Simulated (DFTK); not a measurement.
The system is NiO.

```
Ni O
1.0
     0.00000    2.08590    2.08590
     2.08590    0.00000    2.08590
     2.08590    2.08590    0.00000
Ni O
1 1
Cartesian
  0.0000 0.0000 0.0000
  2.0859 2.0859 2.0859
```

Base run:

* Program: DFTK 0.8.2
* Functional: PBEsol
* Potentials or basis: SPMS 1.0 (PBE)
* Cutoff: 1225 eV
* k mesh: 10 × 10 × 10
* Occupations: fermi-dirac, width 0.05 eV
* Spin: collinear spin, ferromagnetic start
* Starting moments: [1.0, 0.0] μB

Its results: band gap on the k mesh none (metal or under the smearing width); net moment 0.50 μB per cell; site moments Ni +0.43; O +0.07 μB.

The run is repeated on the same cell with these changes: functional from PBEsol to PBE; cutoff from 1225 eV to 816 eV. What comes out?

Band gap on the k mesh none (metal or under the smearing width); net moment 1.59 μB per cell; site moments Ni +1.32; O +0.27 μB.

Caveats: a cell with one magnetic atom can't hold antiferromagnetic order, which such compounds often take; semilocal functionals often make such compounds metallic where correlation or magnetic order opens a gap, which also shifts bond lengths.

Not every run made on this cell is shown here.
